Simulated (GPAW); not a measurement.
# InP (F-43m) in GPAW: a series of runs, part 2 of 2

GPAW 26.7.0. The steps go on from the part before.

## (4) Single point, PBE

run.py reads:

```python
from ase.dft.bandgap import bandgap
from ase.io import read, write
from ase.units import GPa
from gpaw import GPAW, PW

atoms = read('InP.xyz')

calc = GPAW(mode=PW(500),
            xc='PBE',
            kpts={'size': (6, 6, 6), 'gamma': True},
            occupations={'name': 'fermi-dirac', 'width': 0.01},
            nbands=18,
            convergence={'density': 1e-05, 'energy': 1e-05},
            maxiter=150,
            txt='gpaw.txt')
atoms.calc = calc
energy = atoms.get_potential_energy()
forces = atoms.get_forces()
stress = atoms.get_stress()
calc.write('gs.gpw')
write('result.traj', atoms)
print(f'Energy: {energy:.6f} eV')
print('Forces (eV/A):')
print(forces.round(4))
print('Stress (GPa):', (stress / GPa).round(3))
print('Fermi level:', round(calc.get_fermi_level(), 4), 'eV')
print(f'Gap: {bandgap(calc)[0]:.4f} eV, direct: {bandgap(calc, direct=True)[0]:.4f} eV')
```

InP.xyz reads:

```xyz
2
Lattice="0.0000000000 2.9305000000 2.9305000000 2.9305000000 0.0000000000 2.9305000000 2.9305000000 2.9305000000 0.0000000000" Properties=species:S:1:pos:R:3 pbc="T T T"
In     0.0000000000      0.0000000000      0.0000000000
P      4.3957500000      4.3957500000      4.3957500000
```

Potentials or basis: GPAW PAW data sets (gpaw-data 1.2.1), pw.

The run is started by

```sh
$ OMP_NUM_THREADS=1 python run.py
```

gpaw.txt:

```text
__  _  _
 | _ |_)|_||  |
 |__||  | ||/\| - 26.7.0

Input parameters:
  mode=PW(ecut=500.0),
  convergence={'density': 1e-05, 'energy': 1e-05},
  kpts=MonkhorstPack(size=(6, 6, 6), gamma=True),
  maxiter=150,
  nbands=18,
  occupations=Occupations(name='fermi-dirac', width=0.01),
  xc=XC(name='PBE')

Diagonalizing LCAO Hamiltonian
Converting LCAO to pw mode

                     P

       In

Atoms  # Å, Bohr magnetons
|   | symbol |        x |        y |        z |    initial magnetic moments |
|---|--------|----------|----------|----------|-----------------------------|
| 0 |     In | 0.000000 | 0.000000 | 0.000000 | ( 0.0000,  0.0000,  0.0000) |
| 1 |      P | 4.395750 | 4.395750 | 4.395750 | ( 0.0000,  0.0000,  0.0000) |

Unit cell  # Å
| periodic |        x |        y |        z |  lengths |    angles |
|----------|----------|----------|----------|----------|-----------|
|      yes | 0.000000 | 2.930500 | 2.930500 | 4.144353 | 60.000000 |
|      yes | 2.930500 | 0.000000 | 2.930500 | 4.144353 | 60.000000 |
|      yes | 2.930500 | 2.930500 | 0.000000 | 4.144353 | 60.000000 |

Number of symmetries: 24
Symmetry operations  # r_c * U_cc + t_c -> r_c
|    | kind |            matrix            |
|----|------|------------------------------|
|  0 |  E   |  1, 0, 0,  0, 1, 0,  0, 0, 1 |
|  1 |  σ   |  1, 0, 0,  0, 0, 1,  0, 1, 0 |
|  2 |  σ   |  1, 0,-1,  0, 1,-1,  0, 0,-1 |
|  3 |  C3  |  1, 0,-1,  0, 0,-1,  0, 1,-1 |
|  4 |  C3  |  1,-1, 0,  0,-1, 1,  0,-1, 0 |
|  5 |  σ   |  1,-1, 0,  0,-1, 0,  0,-1, 1 |
|  6 |  σ   |  0, 1, 0,  1, 0, 0,  0, 0, 1 |
|  7 |  C3  |  0, 1, 0,  0, 0, 1,  1, 0, 0 |
|  8 |  C2  |  0, 1,-1,  1, 0,-1,  0, 0,-1 |
|  9 |  S4  |  0, 1,-1,  0, 0,-1,  1, 0,-1 |
| 10 |  C3  |  0, 0, 1,  1, 0, 0,  0, 1, 0 |
| 11 |  σ   |  0, 0, 1,  0, 1, 0,  1, 0, 0 |
| 12 |  S4  |  0, 0,-1,  1, 0,-1,  0, 1,-1 |
| 13 |  C3  |  0, 0,-1,  0, 1,-1,  1, 0,-1 |
| 14 |  S4  |  0,-1, 1,  1,-1, 0,  0,-1, 0 |
| 15 |  C2  |  0,-1, 1,  0,-1, 0,  1,-1, 0 |
| 16 |  C3  |  0,-1, 0,  1,-1, 0,  0,-1, 1 |
| 17 |  S4  |  0,-1, 0,  0,-1, 1,  1,-1, 0 |
| 18 |  S4  | -1, 1, 0, -1, 0, 1, -1, 0, 0 |
| 19 |  C3  | -1, 1, 0, -1, 0, 0, -1, 0, 1 |
| 20 |  C3  | -1, 0, 1, -1, 1, 0, -1, 0, 0 |
| 21 |  S4  | -1, 0, 1, -1, 0, 0, -1, 1, 0 |
| 22 |  σ   | -1, 0, 0, -1, 1, 0, -1, 0, 1 |
| 23 |  C2  | -1, 0, 0, -1, 0, 1, -1, 1, 0 |

BZ-sampling:
  Number of BZ points: 216
  Number of IBZ points: 16

  Monkhorst-Pack size: [6, 6, 6]
  Monkhorst-Pack shift: [0.08333333333333333, 0.08333333333333333, 0.08333333333333333]

K-points  # in reciprocal-cell coordinates
[... 66 lines left out ...]
      type: gauss
      rc: 0.30  # [Å]
      lmax: 2
    cutoffs:
      filter: 1.69  # [Å]
      core: 1.81  # [Å]
    projectors
    | kind |    occ | energy [eV] | rcut [Å] |
    |------|--------|-------------|----------|
    |   3s |  2.000 |     -13.968 |    0.953 |
    |   3p |  3.000 |      -5.506 |    0.953 |
    |    s |        |      13.244 |    0.953 |
    |    p |        |      21.705 |    0.953 |
    |    d |        |       0.000 |    0.953 |

    Using partial waves for P as LCAO basis

Reference energy: -169278.333319  # eV

eigensolver:
  PPCG
  Converge bands: occupied
  niter=2

density mixing:
  MSR1-Mixer
  Pratt-step length: 0.05
  Maximum mixing coefficient: 0.75
  Old densities: 10
  SVD Regularization: 0.005
  Good broyden scale: 1.0
  Trust region scale: 1.0
  Backstep threshold: 4.0
  History deletion threshold: 6.0
  Fourier metric: weight=20.0, sigma=0.015

occupation numbers:
  Fermi-Dirac:
    width: 0.0100  # eV

poisson solver:
  ecut: 4000.0  # eV

xc functional:
  name: PBE with 2 nearest neighbor stencil

convergence criteria:
- Maximum integral of absolute [dens]ity change: 1e-05 electrons / valence electron
- Maximum [total energy] change in last 3 cyles: 1e-05 eV / valence electron
- Maximum integral of absolute [eigenst]ate change: 4e-08 eV^2 / valence electron
maximum number of iterations: 150

SCF iterations
|iter     | |      energy | eigst |  dens |
|---------|-|-------------|-------|-------|
|iter:   1| |   -8.946382 | -0.36 |       |
|iter:   2| |   -8.869021 | -2.28 | -1.11 |
|iter:   3| |   -8.585437 | -1.78 | -1.15 |
|iter:   4| |   -8.585378 | -3.24 | -1.75 |
|iter:   5| |   -8.585466c| -3.99 | -2.24 |
|iter:   6| |   -8.585509c| -5.40 | -3.05 |
|iter:   7| |   -8.585514c| -6.49 | -3.55 |
|iter:   8| |   -8.585514c| -7.94c| -4.61 |
|iter:   9| |   -8.585514c| -8.35c| -5.32c|

Converged in 9 steps
Energy contributions relative to reference atoms: (reference = -169278.333319)

Energy contributions:
  Kinetic:          22.627454
  Coulomb:         -20.693850
  Zero:              0.151109
  External:          0.000000
  Xc:              -10.670228
  Entropy:          -0.000000
  Spinorbit:         0.000000
  ----------------------------
  Free energy:      -8.585514
  Extrapolated:     -8.585514

dipole moment: (-16.911129, -16.911129, -16.911129)  # |e|*Ang

Fermi level: 5.128
Eigenvalues  # (at kpt = [0.000, 0.000, 0.000])
| band index |      eig [eV] | occ [0-2] |
|------------|---------------|-----------|
|          0 |        -9.181 |     2.000 |
|          1 |        -9.181 |     2.000 |
|          2 |        -9.181 |     2.000 |
|          3 |        -9.028 |     2.000 |
|          4 |        -9.028 |     2.000 |
|          5 |        -6.599 |     2.000 |
[... 10 lines left out ...]
|         16 |        16.134 |     0.000 |
|         17 |        16.134 |     0.000 |

Gap: 0.708 eV
Transition (v -> c):
  (s=0, k=0, n=8, [0.00, 0.00, 0.00]) -> (s=0, k=0, n=9, [0.00, 0.00, 0.00])
No difference between direct/indirect transitions

Forces  # eV/Ang
|       x |        y |       z |
|---------|----------|---------|
| 0.00000 | -0.00000 | 0.00000 |  # In   0
| 0.00000 |  0.00000 | 0.00000 |  # P    1

Stress tensor  # eV/Ang^3
|         x |         y |         z |
|-----------|-----------|-----------|
| -0.016431 | -0.000000 | -0.000000 |
| -0.000000 | -0.016431 | -0.000000 |
| -0.000000 | -0.000000 | -0.016431 |

# Writing to gs.gpw (mode='')
```

It took 7.8 s on 1 thread of Arm Neoverse V2, shared host; peak memory 0.14 GiB.

What came out:

```
Free energy            : -8.5855 eV
Pressure               : 2.6 GPa
Band gap on the k mesh : 0.71 eV, direct
```

Levels at points of the mesh, in eV from the valence-band top:
| k point | band 6 | band 7 | band 8 | band 9 | band 10 | band 11 | band 12 | band 13 |
| --- | --- | --- | --- | --- | --- | --- | --- | --- |
| (0.00, 0.00, 0.00) | -11.52 | 0.00 | 0.00 | 0.00 | 0.71 | 4.06 | 4.06 | 4.06 |
| (0.50, 0.50, 0.00) | -9.14 | -5.75 | -2.34 | -2.34 | 1.76 | 2.27 | 9.21 | 9.56 |
| (0.50, 0.50, 0.50) | -9.79 | -5.74 | -0.98 | -0.98 | 1.50 | 4.79 | 4.79 | 7.11 |

Caveat: the cutoff is short for stress and forces, so pressures can be off by a GPa or more; spin-orbit coupling is left out, which moves the levels of the heavy elements.

## (5) Single point, PBEsol

Edit run.py of step 4 so:

```diff
@@ -1,10 +1,19 @@
+from ase import Atoms
 from ase.dft.bandgap import bandgap
-from ase.io import read, write
+from ase.io import write
 from ase.units import GPa
-from gpaw import GPAW, PW
+from gpaw import GPAW, PW, setup_paths
 
-atoms = read('InP.xyz')
+setup_paths.insert(0, '.')
 
-calc = GPAW(mode=PW(500),
-            xc='PBE',
+atoms = Atoms(['In', 'P'],
+              cell=[[0.0, 2.9305, 2.9305],
+                    [2.9305, 0.0, 2.9305],
+                    [2.9305, 2.9305, 0.0]],
+              scaled_positions=[[0.0, 0.0, 0.0],
+                                [0.75, 0.75, 0.75]],
+              pbc=True)
+
+calc = GPAW(mode=PW(400),
+            xc='PBEsol',
             kpts={'size': (6, 6, 6), 'gamma': True},
```

Potentials or basis: PAW data sets generated in the run's folder for this functional, pw.

The run is started by

```sh
$ gpaw-setup -f PBEsol In P
$ OMP_NUM_THREADS=1 python run.py
```

Run time: 8.3 s. Hardware: 1 thread of Arm Neoverse V1, shared host; peak memory 0.13 GiB.

These settings aren't checked as converged: the numbers below hold their error.

What came out:

| Quantity | Value |
| --- | --- |
| Free energy | -9.2216 eV |
| Pressure | -1.8 GPa |
| Band gap on the k mesh | 0.60 eV, direct |

Caveat: the cutoff is short for stress and forces, so pressures can be off by a GPa or more; spin-orbit coupling is left out, which moves the levels of the heavy elements.

## (6) Single point, PBE

InP.cif reads:

```cif
data_InP
_cell_length_a 4.14435284
_cell_length_b 4.14435284
_cell_length_c 4.14435284
_cell_angle_alpha 60.00000000
_cell_angle_beta 60.00000000
_cell_angle_gamma 60.00000000
_space_group_name_H-M_alt 'P1'
_space_group_name_Hall 'P 1'
_space_group_IT_number 1
loop_
_space_group_symop_operation_xyz
'x,y,z'
loop_
_atom_site_label
_atom_site_type_symbol
_atom_site_symmetry_multiplicity
_atom_site_Wyckoff_symbol
_atom_site_fract_x
_atom_site_fract_y
_atom_site_fract_z
_atom_site_occupancy
In1 In 1 a 0.0000000000 0.0000000000 0.0000000000 1
P1 P 1 a 0.7500000000 0.7500000000 0.7500000000 1
```

Potentials or basis: GPAW PAW data sets (gpaw-data 1.2.1), pw.

The run is started by

```sh
$ OMP_NUM_THREADS=1 gpaw run InP.cif -p 'mode=PW(600),xc=PBE,kpts={size:(8,8,8),gamma:True},occupations={name:fermi-dirac,width:0.05},nbands=18,convergence={density:1e-05,energy:1e-05},maxiter=150,txt=gpaw.txt' --properties efs -w gs.gpw
```

It took 17 s on 1 thread of Arm Neoverse V1, shared host; peak memory 0.16 GiB.

Results (log left out):

* Free energy: -8.6125 eV
* Pressure: 3.0 GPa
* Band gap on the k mesh: 0.71 eV, direct

Levels at points of the mesh, in eV from the valence-band top:
```csv
k point,band 6,band 7,band 8,band 9,band 10,band 11,band 12,band 13
"(0.00, 0.00, 0.00)",-11.52,0.00,0.00,0.00,0.71,4.06,4.06,4.06
"(0.50, 0.50, 0.00)",-9.14,-5.75,-2.33,-2.33,1.76,2.28,9.21,9.57
"(0.50, 0.50, 0.50)",-9.79,-5.73,-0.98,-0.98,1.50,4.80,4.80,7.11
```

Caveat: spin-orbit coupling is left out, which moves the levels of the heavy elements.

## (7) Overview

```tsv
level	potentials or basis	cell	k mesh	cutoff (eV)	smearing	gap on the mesh (eV)	pressure (GPa)
PBE	GPAW PAW data sets (gpaw-data 1.2.1), pw	as given	6 × 6 × 6	450	fermi-dirac 0.01 eV	0.71	2.0
LDA	the program's PAW data sets (release 1.2.1) made for this functional, pw	volume scaled by 0.92	7 × 7 × 7	500	fermi-dirac 0.01 eV	0.92	4.6
PBE	GPAW PAW data sets (gpaw-data 1.2.1), pw	as given	6 × 6 × 6	500	fermi-dirac 0.01 eV	0.71	2.6
PBE	GPAW PAW data sets (gpaw-data 1.2.1), pw	as given	8 × 8 × 8	600	fermi-dirac 0.05 eV	0.71	3.0
```

Alike in all rows: task single point; no spin polarisation.

Caveats: spin-orbit coupling is left out, which moves the levels of the heavy elements; the cutoff is short for stress and forces, so pressures can be off by a GPa or more (some runs).

Total energies depend on the potentials used, so only differences within one code and one set of settings carry meaning.

## (8) Comparison with measurements

Step 2. Against the measured gap of InP, 1.4236 eV (direct; 1.6 K; a printed reference work, data compilation), the calculated 0.71 eV is off by -0.72 eV. Spin-orbit coupling on In is left out. The value is that of PBE, without temperature or zero-point motion. Semilocal functionals fall short of measured gaps as a rule.

Step 4. A measured gap of InP is 1.4236 eV (direct; 1.6 K; a printed reference work, data compilation); the calculated 0.71 eV misses it by -0.72 eV. Spin-orbit coupling on In is left out. The value is that of PBE, without temperature or zero-point motion. Semilocal functionals fall short of measured gaps as a rule.

Step 6. A measured gap of InP is 1.4236 eV (direct; 1.6 K; a printed reference work, data compilation); the calculated 0.71 eV misses it by -0.71 eV. Spin-orbit coupling on In is left out. The value is that of PBE, without temperature or zero-point motion. Semilocal functionals fall short of measured gaps as a rule.
